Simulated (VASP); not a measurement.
# Al: relaxation of cell and atoms with PBEsol

Crystal: Al.

```
Al
1.0
     0.00000    2.02481    2.02481
     2.02481    0.00000    2.02481
     2.02481    2.02481    0.00000
Al
1
Direct
  0.00000 0.00000 0.00000
```

- Program: VASP 6.6.1
- Task: relaxation of cell and atoms
- Functional: PBEsol
- Potentials or basis: VASP PAW PBE potentials, release 64 (Al)
- Cutoff: 600 eV
- k mesh: 11 × 11 × 11
- Occupations: fermi-dirac, width 0.05 eV
- Spin: no spin polarisation
- Target pressure: 10 GPa
- Further INCAR settings: ALGO = Fast; EDIFF = 1e-06; IBRION = 2; EDIFFG = -0.005; NSW = 40; ISIF = 3
- Target pressure: 10 GPa

```json
{"Relaxed volume": "14.71 Å³/atom", "Relaxed cell": "a = 2.750 Å, b = 2.750 Å, c = 2.750 Å, α = 60.00°, β = 60.00°, γ = 60.00°", "Space group after relaxing (to 0.05 Å)": "Fm-3m (No. 225)", "Energy change on relaxing (the enthalpy is what falls)": "+40.7 meV/atom", "Ionic steps": "3", "Pressure after relaxing": "10.0 GPa", "Band gap on the k mesh": "none (metal or under the smearing width)"}
```

The path:
| step | energy change (eV) | largest force (eV/Å) | pressure (GPa) | volume (Å³) |
| --- | --- | --- | --- | --- |
| 1 | 0.0000 | 0.0000 | -1.87 | 16.60 |
| 2 | 0.1193 | 0.0000 | 18.71 | 13.82 |
| 3 | 0.0407 | 0.0000 | 9.96 | 14.71 |

Final structure:
```cif
data_structure
_symmetry_space_group_name_H-M 'P 1'
_symmetry_Int_Tables_number 1
_cell_length_a 2.7504
_cell_length_b 2.7504
_cell_length_c 2.7504
_cell_angle_alpha 60.000
_cell_angle_beta 60.000
_cell_angle_gamma 60.000
_cell_volume 14.71
loop_
_atom_site_label
_atom_site_type_symbol
_atom_site_fract_x
_atom_site_fract_y
_atom_site_fract_z
_atom_site_occupancy
Al1 Al 0.00000 0.00000 0.00000 1
```

Levels at points of the mesh, in eV from the Fermi level:
```csv
k point,band 1,band 2,band 3,band 4,band 5
"(0.00, 0.00, 0.00)",-11.93,13.26,13.26,13.26,15.66
```

It took 4.9 s on 1 thread of Intel(R) Xeon(R) 6975P-C (Granite Rapids), with other jobs on the host, peak memory 0.14 GiB.

Caveat: the cell is relaxed towards a set pressure, so the enthalpy falls and the energy may rise; the PAW data sets were made with another functional, which shifts forces and pressure a little.
